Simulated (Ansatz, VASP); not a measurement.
# CdBr2 in two plane-wave programs

Wanted: the spread between two codes on one cell, functional and k mesh. The cell is generated by rule, not measured, and may not be a known phase. The cell is taken from a series of VASP runs on this material, whose earlier steps may have relaxed, scaled or displaced it; both programs get it as it stands.

Program: Ansatz 0.2.0. Level of theory: plane waves, with VASP 6.6.1 beside it; band structure at PBE, spin-orbit coupling and single point at PBE, spin-orbit coupling. Results are calculated unless marked as measured.

The structure was built from a prototype and need not be the compound's stable phase.

### 1. Starting point

The structure is cubic, space group Fm-3m (No. 225). Conventional cell: a = 6.989 Å, b = 6.989 Å, c = 6.989 Å, α = 90.00°, β = 90.00°, γ = 90.00°. Cd has 8 Br at 3.03 Å nearest. Br has 4 Cd at 3.03 Å nearest. Farther neighbours and most contacts between anions are not listed.

### 2. Ansatz: band structure, PBE, spin-orbit coupling

Ansatz runs on its fully relativistic PAW (standard-fr) files.

Levels along a path test the potential and the projectors away from the mesh points.

Contents of input.yaml:

```yaml
crystal:
  lattice:
    - [0.0, 3.49459, 3.49459]
    - [3.49459, 0.0, 3.49459]
    - [3.49459, 3.49459, 0.0]
  atoms:
    - { symbol: Cd, position: [0.0, 0.0, 0.0] }
    - { symbol: Br, position: [0.25, 0.25, 0.25] }
    - { symbol: Br, position: [0.75, 0.75, 0.75] }
hamiltonian:
  xc: pbe
  pseudopotentials: { kind: paw_fr }
magnetization:
  noncollinear: true
  spin_orbit: true
kpoints:
  mp_grid: { grid: [8, 8, 8] }
  band_path:
    path:
      - [0.0, 0.0, 0.0]
      - [0.16667, 0.0, 0.16667]
      - [0.33333, 0.0, 0.33333]
      - [0.5, 0.0, 0.5]
      - [0.5, 0.08333, 0.58333]
      - [0.5, 0.18333, 0.68333]
      - [0.5, 0.25, 0.75]
      - [0.45, 0.3, 0.75]
      - [0.40833, 0.34167, 0.75]
      - [0.35, 0.35, 0.7]
      - [0.225, 0.225, 0.45]
      - [0.075, 0.075, 0.15]
      - [0.03333, 0.03333, 0.03333]
      - [0.23333, 0.23333, 0.23333]
      - [0.4, 0.4, 0.4]
      - [0.51667, 0.46667, 0.51667]
      - [0.55833, 0.38333, 0.55833]
      - [0.60833, 0.28333, 0.60833]
      - [0.60833, 0.25, 0.64167]
      - [0.55833, 0.25, 0.69167]
      - [0.51667, 0.25, 0.73333]
      - [0.5, 0.3, 0.7]
      - [0.5, 0.38333, 0.61667]
      - [0.5, 0.48333, 0.51667]
      - [0.475, 0.475, 0.55]
      - [0.425, 0.425, 0.65]
      - [0.38333, 0.38333, 0.73333]
      - [0.59167, 0.18333, 0.59167]
      - [0.55, 0.1, 0.55]
      - [0.5, 0.0, 0.5]
    npoints: 1
scf:
  occupations: { method: gaussian, width: 0.02 }
  n_extra_bands: 14
output:
  forces: true
  stress: true
  eigenvalues: true
```

Launch:

```bash
ansatz run input.yaml --threads 2 --pin off --max-ram 4608MiB --backend cpu --events-out ev --progress --plain --runs-dir out
```

Numbers of over 12 decimals in the logs are rounded to 6 here.

Log:

```text
scf.n_extra_bands = 14 over 34 filled bands (N_el = 34.0): the run solves 48 bands
Engine: ansatz 0.2.0, aarch64-unknown-linux-gnu
Pseudopotentials: kind: paw_fr
Pseudopotential: Cd, paw_fr, valence charge 20, recommended cutoff 420 eV (normal), Cd.paw.azcp#standard-fr
Pseudopotential: Br, paw_fr, valence charge 7, recommended cutoff 420 eV (normal), Br.paw.azcp#standard-fr
Functional definition: PBE
  parameter kappa = 0.804
  parameter beta = 0.066725
  exchange = pbe_x(kappa = kappa, mu = beta*pi^2/3)
  correlation = pbe_c(beta = beta)
non-collinear run that drives no moment, with spin-orbit: no starting moment large enough to seed its density (crystal.atoms[].spin), no starting occupations that ask for one, no magnetisation constraint and no magnetic field, so the semilocal B_xc is pinned to zero
Crystal: 3 atoms, lattice volume = 85.353 Å³
Basis set: ecut = 420 eV, 1687 PW (Γ), exchange–correlation on 72×72×72 points (8 copies of the dense FFT grid, shifted against one another)
Bands: 48, of which v1, the nominal top of the filled ones, is band 34 counted from 1 (33 counted from 0)
Symmetry: 48 space group operations + 48 with time reversal
Magnetic group: BNS 225.117 (UNI 1619), of the structure as read, at distance tolerance 4.4e-5 Å
k-points: 29 of 512
Projection manifold: j_resolved (fully-relativistic pseudo-atomic orbitals)
Non-local potential: Cd, projectors of the file, l = 0: 3, l = 1: 4, l = 2: 4, l = 3: 2
Non-local potential: Br, projectors of the file, l = 0: 2, l = 1: 4, l = 2: 4
PAW form: soft (Blöchl's): semilocal exchange-correlation on the pseudo side does not see the compensation charge
PAW one-centre angular grid: Cd, 590 points (default); XC on 64 Gauss nodes
PAW one-centre angular grid: Br, 110 points (default); XC on 64 Gauss nodes
Initial density: superposition of atomic densities (chi_scale 0.1, normalization cell, long waves kept (reshape's long-wave potential 0.00 eV rms))
Initial wavefunctions: pseudopotential atomic-orbital guess
Functional: x = pbe(κ = 0.804, μ = 0.219515), c = pbe(β = 0.066725)
SCF iter   1: F=—  HF=-13826.858145 eV  |F-HF|=—  |Δ(HF+E_count)|=         —  Δρ=5.42e-2  dr2=2.45e0  dr2_m=0.00e0 (ungated)  ethr=3.10e-3  |M|=0.00e0 ∫|m|=0.00e0 μB  |m|>n=0.0e0 m-floor=0.0e0 τ_xc=0.0e0  β_m=0.30  ⟨swp⟩=9.6  Hψ=3662  notcnv=0  defer=64
preconditioner: auto → none  [insulator: Δε(μ)=0.441 eV  Ē_g=13.976 eV  σ=0.020 eV  W_gap=0.70  n_scr=14 (ndim 8)  ℏωp=20.5 eV  f_vac=0.083  D(μ)=0.36/eV (n_scr^D=0)  ε∞_Penn≈3.2]
SCF iter   2: F=—  HF=-13826.020141 eV  |F-HF|=—  |Δ(HF+E_count)|=   8.38e-1  Δρ=1.84e-2  dr2=2.02e-1  dr2_m=0.00e0 (ungated)  ethr=3.10e-3  |M|=0.00e0 ∫|m|=0.00e0 μB  |m|>n=0.0e0 m-floor=0.0e0 τ_xc=0.0e0  β_m=0.35  ⟨swp⟩=3.0  Hψ=1330  notcnv=0  defer=212
SCF iter   3: F=—  HF=-13825.971521 eV  |F-HF|=—  |Δ(HF+E_count)|=   4.86e-2  Δρ=8.26e-3  dr2=2.03e-2  dr2_m=0.00e0 (ungated)  ethr=5.94e-4  |M|=0.00e0 ∫|m|=0.00e0 μB  |m|>n=0.0e0 m-floor=0.0e0 τ_xc=0.0e0  β_m=0.55  ⟨swp⟩=2.2  Hψ=1020  notcnv=0  defer=212
SCF iter   4: F=—  HF=-13825.974511 eV  |F-HF|=—  |Δ(HF+E_count)|=   2.99e-3  Δρ=1.48e-3  dr2=1.01e-3  dr2_m=0.00e0 (ungated)  ethr=5.97e-5  |M|=0.00e0 ∫|m|=0.00e0 μB  |m|>n=0.0e0 m-floor=0.0e0 τ_xc=0.0e0  β_m=0.55  ⟨swp⟩=2.8  Hψ=1285  notcnv=0  defer=210
SCF iter   5: F=—  HF=-13825.974665 eV  |F-HF|=—  |Δ(HF+E_count)|=   1.54e-4  Δρ=1.36e-4  dr2=9.18e-6  dr2_m=0.00e0 (ungated)  ethr=2.96e-6  |M|=0.00e0 ∫|m|=0.00e0 μB  |m|>n=0.0e0 m-floor=0.0e0 τ_xc=0.0e0  β_m=0.69  ⟨swp⟩=2.4  Hψ=1042  notcnv=0  defer=210
SCF iter   6: F=—  HF=-13825.974718 eV  |F-HF|=—  |Δ(HF+E_count)|=   5.27e-5  Δρ=2.58e-5  dr2=4.39e-7  dr2_m=0.00e0 (ungated)  ethr=2.70e-8  |M|=0.00e0 ∫|m|=0.00e0 μB  |m|>n=0.0e0 m-floor=0.0e0 τ_xc=0.0e0  β_m=0.82  ⟨swp⟩=2.0  Hψ=1091  notcnv=0  defer=210
SCF iter   7: F=-13825.974718 eV  HF=-13825.974718 eV  |F-HF|=8.75e-10  |Δ(HF+E_count)|=   1.20e-8  Δρ=3.10e-6  dr2=5.86e-9  dr2_m=0.00e0 (ungated)  ethr=2.94e-10  |M|=0.00e0 ∫|m|=0.00e0 μB  |m|>n=0.0e0 m-floor=0.0e0 τ_xc=0.0e0  ⟨swp⟩=12.0  Hψ=3605  notcnv=0
SCF 1 converged in 7 iterations: F = -13825.974718 eV  dr2 = 5.86e-9
  greatest PAW one-centre occupation: 1.000 electrons in one spin orbital (limit 2), on the Cd atom at site 0 (counted from 0), in its partial waves of l = 0
NSCF: frozen V_eff on 30 k-points
SCF converged after 7 iterations
Magnetization: |M| = 0.0000 μB,  M = (+0.0000, +0.0000, +0.0000) μB
Absolute magnetization: 0.0000 μB (∫|m|)
  site 0: m = (+0.0000, +0.0000, +0.0000) μB, |m| = 0.0000 μB  (R = 1.25 Å)
  site 1: m = (+0.0000, +0.0000, +0.0000) μB, |m| = 0.0000 μB  (R = 1.25 Å)
  site 2: m = (+0.0000, +0.0000, +0.0000) μB, |m| = 0.0000 μB  (R = 1.25 Å)
Free energy (F): -13825.974718 eV
Harris-Foulkes:  -13825.974718 eV  (|F-HF|=8.75e-10)
Internal energy: -13825.974718 eV  (E = F + TS)
E sigma→0 (E₀):  -13825.974718 eV
Fermi energy:    5.344052 eV
--- Per-component energies (eV) ---
  E_band       = -560.273660
  E_kinetic    = 770.463977
  E_local      = -4609.693394  (includes V_loc(G=0)·N_el)
  E_nonlocal   = 174.391846
  E_hartree    = 2048.378742
  E_xc         = -703.681026
  E_vxc        = -426.106506  (∫ρ·V_xc dr)
  E_paw        = -8581.128468  (= ΣΔE_a)
  E_vpaw       = -566.090856  (= ΣTr[D̂ρ^β])
  E_aug_tail   = 0.000014  (compensation charges beyond the density's cutoff)
  E_ewald      = -2924.706409
  E_smearing   = -0.000000  (= −TS)
  E_closure    = 0.000000  (closes the sum)
  Σ components = -13825.974718   (vs F -13825.974718, Δ=0.00e0)
--- Forces (eV/Å), atoms counted from 1 ---
  atom   1  Cd     0.00000000    -0.00000000    -0.00000000
  atom   2  Br     0.00000000     0.00000000     0.00000000
  atom   3  Br    -0.00000000     0.00000000     0.00000000
  max |Σ_I F_I| component: 7.52e-18 eV/Å
--- Stress (GPa, compression-positive) ---
        0.377511      -0.000000       0.000000
       -0.000000       0.377511       0.000000
        0.000000       0.000000       0.377511
  P = ⅓ Tr σ = 0.3775 GPa (3.775 kbar)
--- Band table (eV; the first three rows and the last of 29) ---
  k-point 0: bands = [... 30 lower, 4.4848, 4.4848, 4.4848, 4.4848, 5.4623, 5.4623, 9.7470, 9.7470, ... 10 higher]
  k-point 1: bands = [... 30 lower, 4.1294, 4.1294, 4.3908, 4.3908, 6.2494, 6.2494, 9.9191, 9.9191, ... 10 higher]
  k-point 2: bands = [... 30 lower, 3.8664, 3.8664, 4.1631, 4.1631, 7.2465, 7.2465, 10.4867, 10.4867, ... 10 higher]
  k-point 28: bands = [... 30 lower, 5.0449, 5.0449, 5.1908, 5.1908, 7.6508, 7.6508, 11.5563, 11.5563, ... 10 higher]
```

It took 18 s on 2 threads of Arm Neoverse V1, shared host; peak memory 0.57 GiB; 36 s of CPU time.

### 3. VASP: band structure, PBE, spin-orbit coupling

The same cell, functional, mesh and smearing now go to VASP, with its own data sets and cutoff.

Lines of VASP's logs that name or quote its potential files are left out, and so is its time.

Contents of INCAR:

```
SYSTEM = CdBr2
PREC = Accurate
ENCUT = 400
EDIFF = 1E-06
NELM = 100
ISMEAR = 0
SIGMA = 0.02
LREAL = .FALSE.
ALGO = Normal
GGA = PE
LNONCOLLINEAR = .TRUE.
MAGMOM = 0 0 0 0 0 0 0 0 0
NBANDS = 38
GGA_COMPAT = .FALSE.
LASPH = .TRUE.
LSORBIT = .TRUE.
LORBIT = 11
LWAVE = .FALSE.
LCHARG = .FALSE.
KPAR = 4
ISIF = 2
```

Contents of POSCAR:

```
CdBr2
1.0
    0.0000000000      3.4945900000      3.4945900000
    3.4945900000      0.0000000000      3.4945900000
    3.4945900000      3.4945900000      0.0000000000
Cd Br
1 2
Direct
    0.0000000000      0.0000000000      0.0000000000
    0.2500000000      0.2500000000      0.2500000000
    0.7500000000      0.7500000000      0.7500000000
```

Contents of KPOINTS:

```
Automatic mesh
0
Gamma
8 8 8
0 0 0
```

Contents of KPOINTS_OPT:

```
Line mode
16
Line-mode
Reciprocal
  0.00000000   0.00000000   0.00000000 GAMMA
  0.50000000   0.00000000   0.50000000 X

  0.50000000   0.00000000   0.50000000 X
  0.50000000   0.25000000   0.75000000 W

  0.50000000   0.25000000   0.75000000 W
  0.37500000   0.37500000   0.75000000 K

  0.37500000   0.37500000   0.75000000 K
  0.00000000   0.00000000   0.00000000 GAMMA

  0.00000000   0.00000000   0.00000000 GAMMA
  0.50000000   0.50000000   0.50000000 L

  0.50000000   0.50000000   0.50000000 L
  0.62500000   0.25000000   0.62500000 U

  0.62500000   0.25000000   0.62500000 U
  0.50000000   0.25000000   0.75000000 W

  0.50000000   0.25000000   0.75000000 W
  0.50000000   0.50000000   0.50000000 L

  0.50000000   0.50000000   0.50000000 L
  0.37500000   0.37500000   0.75000000 K

  0.62500000   0.25000000   0.62500000 U
  0.50000000   0.00000000   0.50000000 X
```

Potentials, in the order of the species: Cd and Br (PBE family, release 64).

Launch:

```bash
mpirun -np 4 vasp_ncl
```

Log:

```text
[banner, memory and clock lines left out]
running    4 mpi-ranks, on    1 nodes
 distrk:  each k-point on    1 cores,    4 groups
 distr:  one band on    1 cores,    1 groups

 POSCAR found type information on POSCAR CdBr
 POSCAR found :  2 types and       3 ions
 LDA part: xc-table for (Slater+PW92), standard interpolation
 POSCAR, INCAR and KPOINTS ok, starting setup
 FFT: planning ... GRIDC
 FFT: planning ... GRID_SOFT
 FFT: planning ... GRID
 WAVECAR not read
 entering main loop
       N       E                     dE             d eps       ncg     rms          rms(c)
DAV:   1     0.162340712859E+03    0.16234E+03   -0.10462E+04  2252   0.989E+02
DAV:   2     0.503576992045E+01   -0.15730E+03   -0.14975E+03  2622   0.262E+02
DAV:   3    -0.647397433556E+01   -0.11510E+02   -0.11442E+02  2512   0.704E+01
DAV:   4    -0.657832502430E+01   -0.10435E+00   -0.10429E+00  2578   0.701E+00
DAV:   5    -0.657916195590E+01   -0.83693E-03   -0.83689E-03  2542   0.609E-01    0.608E+00
DAV:   6    -0.592358918782E+01    0.65557E+00   -0.77536E-01  2554   0.106E+01    0.488E+00
DAV:   7    -0.585648186386E+01    0.67107E-01   -0.29055E-01  2384   0.377E+00    0.228E+00
DAV:   8    -0.585447824771E+01    0.20036E-02   -0.31298E-02  2516   0.191E+00    0.857E-01
DAV:   9    -0.585417822007E+01    0.30003E-03   -0.89467E-04  2550   0.293E-01    0.276E-01
DAV:  10    -0.585435687179E+01   -0.17865E-03   -0.15922E-03  2322   0.369E-01    0.616E-02
DAV:  11    -0.585431845579E+01    0.38416E-04   -0.36552E-04  2372   0.244E-01    0.481E-02
DAV:  12    -0.585432395697E+01   -0.55012E-05   -0.21795E-05  2450   0.394E-02    0.763E-03
DAV:  13    -0.585432403663E+01   -0.79656E-07   -0.31023E-06  2542   0.997E-03
   1 F= -.58543240E+01 E0= -.58543240E+01  d E =-.468918E-11  mag=    -0.0000     0.0000    -0.0000
 Start KPOINTS_OPT (optional k-point list driver)
k-point batch [1-29\160]
       N       E                     dE             ncg
DAV:   1     0.836417475370E+03   -0.12275E+05     2204
DAV:   2    -0.360493982552E+04   -0.44414E+04     2624
DAV:   3    -0.391897733331E+04   -0.31404E+03     2500
DAV:   4    -0.392183626293E+04   -0.28589E+01     2602
DAV:   5    -0.392186252725E+04   -0.26264E-01     2560
DAV:   6    -0.392186296635E+04   -0.43910E-03     2584
DAV:   7    -0.392186297706E+04   -0.10707E-04     2494
DAV:   8    -0.392186297737E+04   -0.31915E-06     1868
[...]
k-point batch [146-160\160]
       N       E                     dE             ncg
DAV:   1     0.882843342642E+04   -0.94271E+04     1172
DAV:   2     0.652072224357E+04   -0.23077E+04     1366
DAV:   3     0.636114065969E+04   -0.15958E+03     1328
DAV:   4     0.635970442541E+04   -0.14362E+01     1408
DAV:   5     0.635969128556E+04   -0.13140E-01     1328
DAV:   6     0.635969106656E+04   -0.21900E-03     1392
DAV:   7     0.635969106165E+04   -0.49115E-05     1332
DAV:   8     0.635969106153E+04   -0.12016E-06     1024
```

OUTCAR, selected parts (step 3):

```text
ion  position               nearest neighbor table
   1  0.000  0.000  0.000-   3 3.03   3 3.03   3 3.03   2 3.03   3 3.03   2 3.03   2 3.03   2 3.03

  LATTYP: Found a face centered cubic cell.
 ALAT       =     6.9891800000

 Subroutine GETGRP returns: Found 48 space group operations
 (whereof 48 operations were pure point group operations)

The static configuration has the point symmetry O_h .

 Found     29 irreducible k-points:

   k-points           NKPTS =     29   k-points in BZ     NKDIM =     29   number of bands    NBANDS=     38

   dimension x,y,z NGX =    32 NGY =   32 NGZ =   32
   dimension x,y,z NGXF=    64 NGYF=   64 NGZF=   64

   ENCUT  =  400.0 eV  29.40 Ry    5.42 a.u.   8.06  8.06  8.06*2*pi/ulx,y,z

   NELECT =      26.0000    total number of electrons

 k-points in reciprocal lattice and weights: Automatic mesh
   0.00000000  0.00000000  0.00000000       0.002
   0.12500000  0.00000000  0.00000000       0.016
   0.25000000  0.00000000  0.00000000       0.016
   0.37500000  0.00000000  0.00000000       0.016
   0.50000000  0.00000000  0.00000000       0.008
   0.12500000  0.12500000  0.00000000       0.012
   0.25000000  0.12500000  0.00000000       0.047
   0.37500000  0.12500000  0.00000000       0.047
   0.50000000  0.12500000  0.00000000       0.047
[...]
-0.37500000  0.50000000  0.12500000       0.023
  -0.25000000  0.50000000  0.25000000       0.012

 average (electrostatic) potential at core
       1 -40.3244       2 -63.8553       3 -63.8553

 E-fermi :   0.9011

 k-point     1 :       0.0000    0.0000    0.0000
  band No.  band energies     occupation
    ...
     22      -0.5207      1.00000
     23       0.0135      1.00000
     24       0.0135      1.00000
     25       0.0135      1.00000
     26       0.0135      1.00000
     27       0.9795      0.00000
     28       0.9795      0.00000
     29       5.2812      0.00000
     30       5.2812      0.00000
     31       5.5737      0.00000
    ...

 k-point     2 :       0.1250    0.0000    0.0000
  band No.  band energies     occupation
    ...
     22      -0.7985      1.00000
     23      -0.3407      1.00000
     24      -0.3407      1.00000
     25      -0.0809      1.00000
     26      -0.0809      1.00000
     27       1.7707      0.00000
     28       1.7707      0.00000
     29       5.4524      0.00000
     30       5.4524      0.00000
     31       5.6971      0.00000
    ...

 k-point     3 :       0.2500    0.0000    0.0000
  band No.  band energies     occupation
    ...
     22      -1.1627      1.00000
     23      -0.6023      1.00000
     24      -0.6023      1.00000
     25      -0.3096      1.00000
     26      -0.3096      1.00000
     27       2.7689      0.00000
     28       2.7689      0.00000
     29       6.0187      0.00000
     30       6.0187      0.00000
     31       6.2213      0.00000
    ...

  Total        0.1187122      0.1187122      0.1187122     -0.0000000      0.0000000      0.0000000
  in kB        2.2283699      2.2283699      2.2283699     -0.0000000      0.0000000      0.0000000
  external PRESSURE =       2.2283699 kB  Pullay stress =       0.0000000 kB

  energy-cutoff  :      400.00
  volume of cell :       85.35
      direct lattice vectors                 reciprocal lattice vectors
     0.000000000  3.494590000  3.494590000    -0.143078301  0.143078301  0.143078301
     3.494590000  0.000000000  3.494590000     0.143078301 -0.143078301  0.143078301
     3.494590000  3.494590000  0.000000000     0.143078301  0.143078301 -0.143078301

 POSITION                                       TOTAL-FORCE (eV/Angst)
 -----------------------------------------------------------------------------------
      0.00000      0.00000      0.00000        -0.000000      0.000000     -0.000000
      1.74730      1.74730      1.74730         0.000000      0.000000      0.000000
      5.24188      5.24188      5.24188        -0.000000     -0.000000     -0.000000
 -----------------------------------------------------------------------------------
    total drift:                                0.000000     -0.000000     -0.000000

  FREE ENERGIE OF THE ION-ELECTRON SYSTEM (eV)
  ---------------------------------------------------
  free  energy   TOTEN  =        -5.8543240366 eV

  energy  without entropy=       -5.8543240366  energy(sigma->0) =       -5.85432404

 Spin-Orbit-Coupling matrix elements
 Ion:    1  E_soc:     -0.0490251
 Ion:    2  E_soc:     -0.0627149
 Ion:    3  E_soc:     -0.0627149

 total charge
# of ion       s       p       d       tot
------------------------------------------
    1        0.316   0.164   9.593  10.072
    2        1.622   3.218   0.011   4.852
    3        1.622   3.218   0.011   4.852
--------------------------------------------------
tot          3.560   6.600   9.615  19.776

 magnetization (x)
# of ion       s       p       d       tot
------------------------------------------
    1       -0.000  -0.000   0.000  -0.000
    2       -0.000   0.000   0.000   0.000
    3       -0.000   0.000   0.000   0.000
--------------------------------------------------
tot         -0.000   0.000   0.000   0.000

 magnetization (y)
# of ion       s       p       d       tot
------------------------------------------
    1       -0.000   0.000  -0.000  -0.000
    2        0.000   0.000   0.000   0.000
    3        0.000   0.000   0.000   0.000
--------------------------------------------------
tot          0.000   0.000  -0.000   0.000

 magnetization (z)
# of ion       s       p       d       tot
------------------------------------------
    1        0.000   0.000   0.000   0.000
    2       -0.000   0.000   0.000  -0.000
    3       -0.000   0.000   0.000  -0.000
--------------------------------------------------
tot         -0.000   0.000   0.000  -0.000

[... 3 further parts left out ...]
```

The run ends at a pressure of 0.22 GPa.

(Continued in part 2 of 2.)

[Lines on the potential files, build, host, timing and source positions are cut from VASP's logs without a mark.]

[Logs are printed without paths, hosts, clocks, repeated set-up lines and the standing remarks that a program may print on its own settings, such as how far it seeks lower states.]

[Hosts, paths, dates, database ids (printed as entryN), source tags and the programs' standing remarks are cut or masked in the printed files.]
